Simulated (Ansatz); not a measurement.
**Compressing Sn: a fit and a missing row**

Sn, Fd-3m, a = 6.540 Å. Ansatz: PBEsol, PAW, 420 eV, Γ-centred 12×12×12 mesh on 2 atoms, Gaussian smearing 0.10 eV; no spin polarisation. Symmetry fixes shape and atoms, so the cell is only scaled; pressure is positive in compression.

| V (Å³/atom) | P (GPa) |
| --- | --- |
| 32.873 | ? |
| 33.922 | 1.36 |
| 34.971 | 0.00 |
| 36.020 | -1.14 |
| 37.070 | -2.10 |

Task: Take V0 = 34.971 Å³/atom, fit the third-order Birch–Murnaghan form to the other rows, and predict the missing pressure.

Result: With the Eulerian strain f = ½[(V0/V)^(2/3) − 1] and y = P/[3f(1 + 2f)^(5/2)], the form is the line y = B0 + 1.5 B0 (B0′ − 4) f. Rows (f, y): 0.01026, 42.0; -0.00976, 40.9; -0.01906, 40.5. Means f = -0.006187, y = 41.133; Σ(Δf)² = 0.0004490, ΣΔfΔy = 0.02324; the slope is their ratio. y = 41.45 + 51.76 f GPa, so B0 = 41.5 GPa and B0′ = 4 + 2 × (51.76)/(3 × 41.45) = 4.83. At V = 32.873, f = 0.02105, y = 42.54 and P = 2.98 GPa. The run gave 2.98 GPa, the same to the digits shown. The form still works here, 33 % of the fitted range beyond its end.